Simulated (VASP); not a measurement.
# Hg (C2/m) in VASP: notebook, part 2 of 2

VASP 6.6.1. The steps go on from the part before.

### 4 Single point, r2SCAN

File INCAR:

```
SYSTEM = Hg
PREC = Accurate
ENCUT = 460
EDIFF = 0.01
ISMEAR = 0
SIGMA = 0.1
LREAL = .FALSE.
LASPH = .TRUE.
NELM = 100
ALGO = Normal
ISIF = 2
LWAVE = .FALSE.
LCHARG = .FALSE.
METAGGA = R2SCAN
LMIXTAU = .TRUE.
NBANDS = 12
ADDGRID = .FALSE.
```

File KPOINTS:

```
Automatic mesh
0
G
  4 4 4
  0 0 0
```

File POSCAR:

```
Hg
1.0
    2.1243184923     -2.6725824964      0.0000000000
    2.1243184923      2.6725824964      0.0000000000
   -2.1151288124      0.0000000000      2.8921990043
Hg
1
Direct
    0.0000000000      0.0000000000      0.0000000000
```

Potentials or basis: VASP PAW PBE potentials, release 64 (Hg).

On the command line:

```bash
$ cat potpaw_PBE.64/Hg/POTCAR > POTCAR
$ mpirun -np 1 vasp_std > vasp.out
```

OUTCAR:

```text
SYSTEM = Hg
   PREC = Accurate
   ENCUT = 460
   EDIFF = 0.01
   ISMEAR = 0
   LREAL = .FALSE.
   LASPH = .TRUE.
   NELM = 100
   ISIF = 2
   METAGGA = R2SCAN

 Found     24 irreducible k-points:

 Following reciprocal coordinates:
            Coordinates               Weight
  0.000000  0.000000  0.000000      1.000000
  0.250000  0.000000  0.000000      4.000000
  0.500000  0.000000  0.000000      2.000000
  0.250000  0.250000  0.000000      2.000000
  0.500000  0.250000  0.000000      4.000000
 -0.250000  0.250000  0.000000      2.000000
   k-points           NKPTS =     24   k-points in BZ     NKDIM =     24   number of bands    NBANDS=     12
   number of dos      NEDOS =    301   number of ions     NIONS =      1
   total plane-waves  NPLWV =  16128
   dimension x,y,z NGX =    24 NGY =   24 NGZ =   28
   dimension x,y,z NGXF=    48 NGYF=   48 NGZF=   56
   ions per type =               1
   NGX,Y,Z   is equivalent  to a cutoff of  11.69, 11.69, 12.99 a.u.
   NGXF,Y,Z  is equivalent  to a cutoff of  23.37, 23.37, 25.98 a.u.
 SYSTEM =  Hg
   PREC   = accura    normal or accurate (medium, high low for compatibility)
   ISTART =      0    job   : 0-new  1-cont  2-samecut
   ICHARG =      2    charge: 1-file 2-atom 10-const
   ISPIN  =      1    spin polarized calculation?
   LNONCOLLINEAR =      F non collinear calculations
   LSORBIT =      F    spin-orbit coupling
   LASPH  =      T    aspherical Exc in radial PAW
   ENCUT  =  460.0 eV  33.81 Ry    5.81 a.u.   5.97  5.97  6.27*2*pi/ulx,y,z
   NELM   =    100;   NELMIN=  2; NELMDL= -5     # of ELM steps
   EDIFF  = 0.1E-01   stopping-criterion for ELM
   LREAL  =      F    real-space projection
   EDIFFG = 0.1E+00   stopping-criterion for IOM
   NSW    =      0    number of steps for IOM
   IBRION =     -1    ionic relax: 0-MD 1-quasi-New 2-CG
   NFREE  =      0    steps in history (QN), initial steepest desc. (CG)
   ISIF   =      2    stress and relaxation
   ISYM   =      2    0-nonsym 1-usesym 2-fastsym
   POTIM  = 0.5000    time-step for ionic-motion
   TEBEG  =    0.0;   TEEND  =   0.0 temperature during run
   PSTRESS=    0.0 pullay stress
   NELECT =      12.0000    total number of electrons
   NUPDOWN=      -1.0000    fix difference up-down
   EMIN   =  10.00;   EMAX   =-10.00  energy-range for DOS
   EFERMI =   0.00;   METHOD = LEGACY
   ISMEAR =     0;   SIGMA  =   0.10  broadening in eV -4-tet -1-fermi 0-gaus
   EFERMI_NEDOS =   21; number of points for ismear=-14 and -15
   IALGO  =     38    algorithm
   IMIX   =      4    mixing-type and parameters
     AMIX     =   0.40;   BMIX     =  1.00
     AMIX_MAG =   1.60;   BMIX_MAG =  1.00
  volume/ion in A,a.u.               =      32.84       221.62
  Fermi-wavevector in a.u.,A,eV,Ry     =   1.170395  2.211725 18.637577  1.369823
  Thomas-Fermi vector in A             =   2.306854
   LORBIT       =      0    0 simple, 1 ext, 2 COOP (PROOUT), +10 PAW based schemes
   METAGGA = R2SCAN    functional components
   LHFCALC =     F    Hartree Fock is set to
   AEXX    =    0.0000 exact exchange contribution
   IVDW    =     0    specifies the selected vdW correction
   LEPSILON=     F    determine dielectric tensor
   LRPA    =     F    only Hartree local field effects (RPA)
 non-spin polarized calculation
 Gauss-broadening in eV      SIGMA  =   0.10
  energy-cutoff  :      460.00
  volume of cell :       32.84
 maximum number of plane-waves:       762
   NGX = 11   NGY = 11   NGZ = 13

 number of electron      12.0000003 magnetization

 Free energy of the ion-electron system (eV)
  ---------------------------------------------------
  ext. energy  EPLUGINS =         0.00000000
  ---------------------------------------------------
  free energy    TOTEN  =       -49.28436753 eV

  energy without entropy =      -49.28128153  energy(sigma->0) =      -49.28282453

 E-fermi :   0.2419     XC(G=0):  -9.6060

 val. band max:       -0.0027429466   @ k =   0.5000   0.5000   0.2500
 cond. band min:       0.2938621144   @ k =   0.5000   0.0000   0.0000
 fundamental gap:      0.2966050610
 Fermi energy:         0.2418930539

 k-point     1 :       0.0000    0.0000    0.0000
  band No.  band energies     occupation
      1      -6.4861      2.00000
      2      -6.2491      2.00000
      3      -6.0309      2.00000
      4      -6.0051      2.00000
      5      -5.6949      2.00000
      6      -5.5711      2.00000
      7      12.6688      0.00000
      8      12.8847      0.00000
      9      13.2960      0.00000
     10      14.5985      0.00000
     11      14.8570      0.00000
     12      17.0592      0.00000

 k-point     2 :       0.2500    0.0000    0.0000
  band No.  band energies     occupation
      1      -6.3026      2.00000
      2      -6.1534      2.00000
      3      -5.7331      2.00000
      4      -5.7201      2.00000
      5      -5.6152      2.00000
      6      -4.9953      2.00000
      7       6.1638      0.00000
      8      10.2883      0.00000
      9      11.7739      0.00000
     10      13.3195      0.00000
     11      15.2610      0.00000
     12      15.5663      0.00000

 k-point     3 :       0.5000    0.0000    0.0000
  band No.  band energies     occupation
      1      -6.4349      2.00000
      2      -6.2832      2.00000
      3      -5.7417      2.00000
      4      -5.5927      2.00000
      5      -5.3202      2.00000
      6      -1.5948      2.00000
      7       0.2939      0.46237
      8       8.6130      0.00000
      9      10.6317      0.00000
     10      12.7641      0.00000
     11      14.7578      0.00000
     12      17.1565      0.00000

 k-point     4 :       0.2500    0.2500    0.0000
  band No.  band energies     occupation
      1      -6.2119      2.00000
      2      -6.0501      2.00000
      3      -5.8059      2.00000
      4      -5.7111      2.00000
      5      -5.6117      2.00000
      6      -2.6296      2.00000
      7       3.5478      0.00000
      8       5.3727      0.00000
      9       8.9949      0.00000
     10      15.3323      0.00000
     11      15.3442      0.00000
     12      17.2672      0.00000

 k-point     5 :       0.5000    0.2500    0.0000
  band No.  band energies     occupation
      1      -6.2725      2.00000
      2      -6.0976      2.00000
      3      -5.7657      2.00000
      4      -5.7189      2.00000
      5      -5.4904      2.00000
      6      -1.9443      2.00000
      7       2.7705      0.00000
      8       5.6207      0.00000
      9       8.6830      0.00000
     10      13.7929      0.00000
     11      15.1722      0.00000
     12      18.1321      0.00000

 k-point     6 :      -0.2500    0.2500    0.0000
  band No.  band energies     occupation
      1      -6.1726      2.00000
      2      -6.1482      2.00000
      3      -5.7668      2.00000
      4      -5.6970      2.00000
      5      -5.6717      2.00000
      6      -4.8086      2.00000
      7       7.5882      0.00000
      8       9.6155      0.00000
      9      10.2819      0.00000
     10      12.3803      0.00000
     11      13.4569      0.00000
     12      15.9106      0.00000

 [... further k-points ...]

------------------------ aborting loop because EDIFF is reached ----------------------------------------

  FORCE on cell =-STRESS in cart. coord.  units (eV):
  Direction    XX          YY          ZZ          XY          YZ          ZX
  --------------------------------------------------------------------------------------
  -------------------------------------------------------------------------------------
  Total       -0.7111364     -0.5983878     -1.0112341      0.0000000      0.0000000     -0.0012478
  in kB      -34.6940137    -29.1933828    -49.3348006      0.0000000      0.0000000     -0.0608772
  external PRESSURE =     -37.7407324 kB  Pullay stress =       0.0000000 kB

 VOLUME and BASIS-vectors are now :
 -----------------------------------------------------------------------------
  energy-cutoff  :      460.00
  volume of cell :       32.84
      direct lattice vectors                 reciprocal lattice vectors
     2.124318492 -2.672582496  0.000000000     0.235369603 -0.187084964  0.172130973
     2.124318492  2.672582496  0.000000000     0.235369603  0.187084964  0.172130973
    -2.115128812  0.000000000  2.892199004     0.000000000  0.000000000  0.345757674

 POSITION                                       TOTAL-FORCE (eV/Angst)
 -----------------------------------------------------------------------------------
      0.00000      0.00000      0.00000         0.000000      0.000000      0.000000
 -----------------------------------------------------------------------------------
    total drift:                                0.000000     -0.000000     -0.000000

  FREE ENERGIE OF THE ION-ELECTRON SYSTEM (eV)
  ---------------------------------------------------
  free  energy   TOTEN  =       -49.2843675321 eV

  energy  without entropy=      -49.2812815281  energy(sigma->0) =      -49.28282453
```

OSZICAR:

```text
N       E                     dE             d eps       ncg     rms          rms(c)
DAV:   1     0.122940900161E+02    0.12294E+02   -0.58448E+03   616   0.837E+02
DAV:   2    -0.519832751384E+02   -0.64277E+02   -0.61305E+02   640   0.207E+02
DAV:   3    -0.532297040472E+02   -0.12464E+01   -0.12458E+01   672   0.324E+01
DAV:   4    -0.532309879086E+02   -0.12839E-02   -0.12838E-02   544   0.113E+00
DAV:   5    -0.532310158766E+02   -0.27968E-04   -0.27968E-04   456   0.141E-01    0.163E+00
DAV:   6    -0.492457554116E+02    0.39853E+01   -0.21880E+00   580   0.174E+01    0.410E+00
DAV:   7    -0.492993977738E+02   -0.53642E-01   -0.57865E-02   616   0.298E+00    0.244E+00
DAV:   8    -0.492798658985E+02    0.19532E-01   -0.87717E-02   580   0.315E+00    0.437E-01
DAV:   9    -0.492843675321E+02   -0.45016E-02   -0.30981E-02   576   0.159E+00
   1 F= -.49284368E+02 E0= -.49282825E+02  d E =-.308600E-02
```

Wall time 16 s (1 thread of Intel Xeon Platinum 8259CL at 2.50GHz (Skylake/Cascade Lake), shared host); peak memory 0.15 GiB.

The run converged, but some of its settings lie outside the range that counts as converged, so its numbers aren't taken as properties of the crystal.

What came out:

```
Free energy            : -49.2844 eV
Pressure               : -3.8 GPa
Band gap on the k mesh : none (metal or under the smearing width)
```

Caveat: the k mesh is coarse (spacing up to 0.54 Å⁻¹), so the values aren't converged; the PAW data sets were made with another functional, which shifts forces and pressure a little.

### 5 Single point, r2SCAN

Changes to INCAR since step 4:

```diff
@@ -3,3 +3,3 @@
 ENCUT = 460
-EDIFF = 0.01
+EDIFF = 0.001
 ISMEAR = 0
```

KPOINTS is that of step 4.

POSCAR is that of step 4.

On the command line:

```bash
$ cat potpaw_PBE.64/Hg/POTCAR > POTCAR
$ mpirun -np 1 vasp_std > vasp.out
```

Run time: 21 s. Hardware: 1 thread of Intel Xeon Platinum 8259CL at 2.50GHz (Skylake/Cascade Lake), shared host; peak memory 0.15 GiB.

The run converged, but some of its settings lie outside the range that counts as converged, so its numbers aren't taken as properties of the crystal.

Results:

| Property | Result |
| --- | --- |
| Free energy | -49.2997 eV |
| Pressure | -1.1 GPa |
| Band gap on the k mesh | none (metal or under the smearing width) |

Caveat: the k mesh is coarse (spacing up to 0.54 Å⁻¹), so the values aren't converged; the PAW data sets were made with another functional, which shifts forces and pressure a little.

### 6 For comparison

An earlier run on the cell as given: functional PBE; potentials or basis VASP PAW PBE potentials, release 64 (Hg); cutoff 520 eV; k mesh 9 × 9 × 9; occupations fermi-dirac, width 0.05 eV; no spin polarisation.

- Pressure: -0.5 GPa
- Band gap on the k mesh: none (metal or under the smearing width)
